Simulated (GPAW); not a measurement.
# SnO2: changing the functional

Symmetry: R-3m, No. 166, trigonal system. Conventional cell: a = 3.234 Å, b = 3.234 Å, c = 14.402 Å, α = 90.00°, β = 90.00°, γ = 120.00°. Around Sn (site symmetry -3m) lie 6 O at 2.13 Å. Around O (site symmetry 3m) lie 3 Sn at 2.13 Å.

Measurements of this composition are mostly on another form, of space group No. 136.

Kept alike: task band structure; k mesh 6 × 6 × 6; occupations fermi-dirac, width 0.05 eV; no spin polarisation. Program: GPAW, potentials by row: the program's PAW data sets (release 1.2.1) made for this functional (LDA); PAW data sets generated for this functional (PBEsol); GPAW PAW data sets (gpaw-data 1.2.1) (r2SCAN), cutoff 800 eV. The mesh is that of the run's cell of 3 atoms. No spin-orbit coupling.

| functional | band gap (eV) | pressure (GPa) |
| --- | --- | --- |
| LDA | 1.787 | -10.59 |
| PBEsol | 1.880 | -6.24 |
| r2SCAN | 2.465 | -8.01 |

Pressure is positive in compression; the values hold the error of the finite cutoff, so their zero can differ a little from the energy's minimum. Gaps are the smaller of the mesh's and the band path's.

The band gap runs from 1.787 (LDA) to 2.465 eV (r2SCAN). The pressure runs from -10.59 (LDA) to -6.24 GPa (PBEsol). A positive pressure means that the functional's own cell is larger than the one given, a negative one that it is smaller.

All three functionals give this SnO2 polymorph a clear gap. LDA and PBEsol nearly agree at 1.787 and 1.880 eV, while r2SCAN opens it to 2.465 eV. In tin(IV) oxides the valence band edge is mainly O 2p, and the conduction band edge is Sn 5s mixed with oxygen states in an antibonding way. Because the geometry is shared, the spread reflects the electronic description rather than differing bond lengths, and the wider r2SCAN gap probably stems from its orbital-dependent exchange-correlation potential.

The pressures are negative throughout but don't follow the order of the gaps: LDA pulls inward most strongly and PBEsol least, with r2SCAN between them. Contraction that shortens the Sn–O bonds would probably raise the antibonding conduction edge and widen the gap, so the listed gaps needn't equal those at each functional's own equilibrium. A single pressure can't tell whether the contraction would occur mainly within the Sn–O layers or between them.
